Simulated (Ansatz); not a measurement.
Sb, 1 atom in the cell. It takes space group Pm-3m (No. 221, cubic). Conventional cell: a = 3.160 Å, b = 3.160 Å, c = 3.160 Å, α = 90.00°, β = 90.00°, γ = 90.00°. Around Sb (site symmetry m-3m) lie 6 Sb at 3.16 Å. This isn't the form of Sb at room conditions, which is rhombohedral.

```yaml
Program: Ansatz 0.2.0
Task: single point
Functional: PBE
Potentials_or_basis: all-electron LAPW, scalar-relativistic
Cutoff: 184 eV (chosen from the basis error)
Basis_error_allowed: 0.001 eV/atom
k_mesh: 8 × 8 × 8
Occupations: fermi-dirac, width 0.05 eV
Spin: no spin polarisation
```

Potentials or basis: all-electron LAPW, scalar-relativistic.

Launch:

```console
$ ansatz run input.yaml --threads 1 --pin off --max-ram 2560MiB --backend cpu --events-out ev --progress --plain --runs-dir out
```

Hardware: 1 thread of Intel(R) Xeon(R) Platinum 8488C (Sapphire Rapids), on a shared host.

**Question.** How long does it take, and how much memory?

**Answer.** Wall time 2.4 s on 1 thread of Intel(R) Xeon(R) Platinum 8488C (Sapphire Rapids) (shared host), peak memory 0.27 GiB. Counts: scf iterations 6, plane waves 179, k points 35, bands 16.
